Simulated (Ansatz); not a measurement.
**ZnInGaO₄: random displacements**

All numbers below come from DFT PBE, scalar-relativistic, plane waves, PAW in Ansatz 0.2.0. Cutoff 420 eV, Γ-centred 12×12×12 k-points, Gaussian smearing of 0.05 eV. No spin polarisation. Energies are free energies at this smearing, counted from the undisturbed cell; pressure is positive in compression.

The undisturbed cell (as given, not relaxed at this level, and it needn't be the usual structure):

```
Zn In Ga O
1.0
     1.68033    0.97014    8.71341
    -1.68033    0.97014    8.71341
     0.00000   -1.94027    8.71341
Zn In Ga O
1 1 1 4
Direct
  0.21838 0.21838 0.21838
  0.00277 0.00277 0.00277
  0.78703 0.78703 0.78703
  0.29514 0.29514 0.29514
  0.71136 0.71136 0.71136
  0.12172 0.12172 0.12172
  0.86360 0.86360 0.86360
```

The atoms are displaced (Å, in the unstrained cell):

```
atom ux uy uz
 Zn1  -0.356  -0.080  -0.017
 In2   0.072   0.057   0.297
 Ga3  -0.043   0.049   0.104
  O4  -0.115   0.056  -0.190
  O5   0.089  -0.076  -0.180
  O6   0.307  -0.242   0.170
  O7   0.047   0.235  -0.184
```

Strain (Voigt, engineering shear): (-0.0032, -0.0173, 0.0081, 0.0132, -0.0147, 0.0336).

Problem. What are the energy change, the stress and the forces?

Solution. ΔE = 560.0 meV/atom; stress (xx, yy, zz, yz, xz, xy; compression positive) (15.04, 34.30, 14.75, 0.07, 0.09, 3.25) GPa.
```tsv
atom	Fx (eV/Å)	Fy	Fz
Zn1	0.17	1.19	1.93
In2	0.90	-1.36	-5.95
Ga3	-0.02	-4.69	-2.52
O4	0.07	-0.02	2.68
O5	-0.91	1.47	3.85
O6	0.04	6.40	-3.37
O7	-0.25	-2.99	3.38
```

Cost: 1 run of about 3.2 core-minutes, on Intel Xeon 6975P-C (Granite Rapids) (shared hosts).